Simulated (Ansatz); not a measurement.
## What settings do to one calculation: an O vacancy next to an O vacancy in α-quartz SiO2, 16 atoms, charge 0

Ansatz (PAW, plane waves), atoms fixed. The base input:

```yaml
crystal:
  lattice:
    - [9.901639, 0.000000, 0.000000]
    - [-2.475410, 4.287535, 0.000000]
    - [0.000000, 0.000000, 5.442940]
  atoms:
    - { symbol: Si, position: [0.243517, 0.980703, 0.353741] }
    - { symbol: Si, position: [0.715818, 0.981503, 0.340556], spin: 0.667 }
    - { symbol: Si, position: [0.997592, 0.452694, 0.710497] }
    - { symbol: Si, position: [0.485138, 0.486050, 0.695992], spin: 0.667 }
    - { symbol: Si, position: [0.255457, 0.534257, 0.972515] }
    - { symbol: Si, position: [0.742756, 0.528048, 0.020821], spin: 0.667 }
    - { symbol: O, position: [0.213367, 0.254349, 0.199800] }
    - { symbol: O, position: [0.371362, 0.093402, 0.541735] }
    - { symbol: O, position: [0.863232, 0.143534, 0.551104] }
    - { symbol: O, position: [0.431477, 0.570486, 0.850381] }
    - { symbol: O, position: [0.939165, 0.611548, 0.877504] }
    - { symbol: O, position: [0.143312, 0.426370, 0.794350] }
    - { symbol: O, position: [0.630553, 0.408039, 0.777845] }
    - { symbol: O, position: [0.048682, 0.711343, 0.445583] }
    - { symbol: O, position: [0.300868, 0.877583, 0.114477] }
    - { symbol: O, position: [0.797970, 0.851334, 0.101203] }
kpoints:
  mp_grid: { grid: [2, 2, 2], shift: [0.5, 0.5, 0.5] }
hamiltonian:
  xc: pbesol
magnetization:
  spin_polarized: true
scf:
  occupations: { method: fermi_dirac, width: 0.01 }
output:
  forces: true
  eigenvalues: true
  stress: true
  populations: true
```

Command:

```sh
ansatz run in.yaml --threads 7 --pin off --max-ram 13300MiB --runs-dir r --events-out ev --progress --plain
```

It converged in 17 iterations and 3.7 s of wall time on 7 threads of a Neoverse-V2 processor, on a host shared with other runs; peak host memory 0.92 GiB; largest force component 41.06 eV/Å, pressure 14.02 GPa. The cutoff was the default, 420 eV. The base isn't a converged reference: it has few k points, and its atoms are unrelaxed, some of them close together, so close that their PAW spheres overlap, which can drive the changes below. Each run below changes the keys shown and caps the iterations.

```
run                                                                       changed         ending  iterations  free energy less the base (meV per atom)  rms change of forces (eV/Å)  change of pressure (GPa)  wall time (s, shared host)
  1                          mixing algorithm broyden, accuracy high, max_iter 70      converged          18                                       0.0                        0.000                      0.00                     3.6 CPU
  2                                                      accuracy low, max_iter 6  not converged           –                                         –                            –                         –                           –
  3  xc_grid 3 (2 is the default), n_extra_bands 60, mixing beta 0.1, max_iter 50      converged          21                                       0.0                        0.000                      0.00                     5.6 CPU
  4                                                  dispersion d3bj, max_iter 50      converged          17                                other zero                        0.024                     -1.12                     3.4 CPU
  5                                 ecutwfc 400 eV, n_extra_bands 1, max_iter 100        refused           –                                         –                            –                         –                           –
  6                   ecutrho_ratio 3, width 0.1 eV, max_iter 50, total_charge -2      converged          16                                other zero                        1.935                      5.41                     3.1 CPU
```

«Other zero»: another functional, charge or dispersion term moves the zero of energy, so the difference says nothing of accuracy.

Problem. Which changes leave the result alone, and which of the same physical model moves the forces most?

Solution. The forces move by under 0.002 eV/Å in runs 1, 3. Among the runs with the same functional, charge and dispersion term, none moves them by over 0.01 eV/Å.

Problem. Why did some runs give no result?

Solution. - run 2: did not converge after 6 iterations: dr2 = 4.90e-3 (threshold 1.00e-7), under the density mixer `msr1`, which `scf.mixing.algorithm: auto` chose by the deck's other keys (type `scf.mixing.algorithm: msr1` to keep it);
- run 5: inconsistent input (scf.n_extra_bands): n_bands = 43 cannot host the net starting moment |Σ_I m_I| = 2.0010 μB: with N_el = 84 the majority spin channel must hold (N_el + |M|)/2 = 43.0005 electrons at no more than one per band — at least 44 bands (43 bands …
